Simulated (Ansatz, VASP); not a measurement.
## One calculation of Na, two programs

The input INCAR:

```
SYSTEM = Na
ALGO = Normal ; EDIFF = 1E-6
ENCUT = 520 ; GGA = PE
ISIF = 2 ; ISMEAR = -1
LASPH = .True. ; LCHARG = .True.
LELF = .True. ; LREAL = .False.
LVHAR = .True. ; LWAVE = .False.
NBANDS = 10 ; NELM = 100
PREC = Accurate ; SIGMA = 0.02
```

File KPOINTS:

```
k-points
0
Gamma
  8 8 8
  0 0 0
```

File POSCAR:

```
Na
1.0
   -2.1133789813      2.1133789813      2.1133789813
    2.1133789813     -2.1133789813      2.1133789813
    2.1133789813      2.1133789813     -2.1133789813
Na
1
Direct
    0.0000000000      0.0000000000      0.0000000000
```

Input for Ansatz:

```yaml
crystal:
  lattice:
    - [-2.1133789813, 2.1133789813, 2.1133789813]
    - [2.1133789813, -2.1133789813, 2.1133789813]
    - [2.1133789813, 2.1133789813, -2.1133789813]
  atoms:
    - { symbol: Na, position: [0.0, 0.0, 0.0] }
kpoints:
  mp_grid: { grid: [8, 8, 8] }
  band_path:
    path:
      - [[0.0, 0.0, 0.0], [0.5, -0.5, 0.5], [1.704743685096e-17, -1.704743685096e-17, 0.5], [0.0, 0.0, 0.0], [0.25, 0.25, 0.25], [0.5, -0.5, 0.5]]
      - [[0.25, 0.25, 0.25], [1.704743685096e-17, -1.704743685096e-17, 0.5]]
    npoints: 10
hamiltonian:
  xc: pbe
scf:
  occupations: { method: fermi_dirac, width: 0.02 }
  n_extra_bands: 4
output:
  forces: true
  stress: true
  eigenvalues: true
```

Alike in both runs: task single point; functional PBE; k mesh 8 × 8 × 8; occupations fermi-dirac, width 0.02 eV; no spin polarisation.

```csv
,VASP,Ansatz
version,VASP 6.6.1,Ansatz 0.2.0
potentials or method,"VASP PAW PBE potentials, release 64 (Na_pv)","plane waves, PAW"
plane-wave cutoff (eV),520,420
valence electrons in the cell,7,9
```

```csv
,VASP,Ansatz,Ansatz less VASP
gap on the k mesh at the Fermi level (eV),none,none,-
pressure (GPa),-0.2,-0.1,+0.02
```

A gap of «none» marks a metal or a gap that the smearing closes. The two sets of potentials don't hold the same shells in valence.
